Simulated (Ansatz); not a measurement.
CaS: zone-centre modes at 25 GPa

The calculation used DFT LDA, scalar-relativistic, plane waves, PAW (Ansatz). Cutoff 420 eV, 10×10×10 k-points (Γ-centred), fixed occupations. No spin polarisation. Phonons by linear response, acoustic sum rule imposed.

The cell, relaxed at 25 GPa:
```xyz
2
Lattice="0.0000 2.5765 2.5765 2.5765 0.0000 2.5765 2.5765 2.5765 0.0000" Properties=species:S:1:pos:R:3 pbc="T T T"
Ca    0.0000    0.0000    0.0000
S     2.5765    2.5765    2.5765
```

Other phases may be more stable at this pressure.

(1) Is this structure stable against zone-centre distortions?

(2) List the optical modes at Γ without the LO field (i marks imaginary ones).

## Answers

(1) Yes, at Γ: no optical mode is imaginary. Strains and other wave vectors aren't tested by this run.

(2)
```tsv
frequency (THz)	degeneracy	IR intensity of the level ((D/Å)²/amu)
10.83	3	22.23
```